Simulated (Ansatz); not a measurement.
**SnTe (Fm-3m) at 2 levels of theory**

One geometry, relaxed with PBE; plane waves with PAW potentials in Ansatz, scalar-relativistic unless the row names spin-orbit coupling. No spin polarisation but for the spin–orbit row. Gaps are the least over mesh and band path; pressure is positive in compression.

```cif
data_structure
_symmetry_space_group_name_H-M 'Fm-3m'
_symmetry_Int_Tables_number 225
_cell_length_a 6.4123
_cell_length_b 6.4123
_cell_length_c 6.4123
_cell_angle_alpha 90.000
_cell_angle_beta 90.000
_cell_angle_gamma 90.000
_cell_volume 263.66
loop_
_atom_site_label
_atom_site_type_symbol
_atom_site_symmetry_multiplicity
_atom_site_Wyckoff_symbol
_atom_site_fract_x
_atom_site_fract_y
_atom_site_fract_z
_atom_site_occupancy
Sn1 Sn 4 a 0.00000 0.00000 0.00000 1
Te1 Te 4 b 0.50000 0.00000 0.00000 1
```

```json
{"level": "PBE", "cutoff (eV)": "420", "k mesh": "10×10×10", "gap (eV)": "0.06", "pressure (GPa)": "0.0"}
```

Task: What comes out on the same cell with PBE with spin-orbit coupling?

Result:
```json
{"level": "PBE with spin-orbit coupling", "cutoff (eV)": "420", "k mesh": "10×10×10", "gap (eV)": "0.10", "pressure (GPa)": "-0.1"}
```

Spin-orbit coupling matters for the bands of heavy elements and enters only rows that name it.

It was relaxed from a cell as deposited in COD.
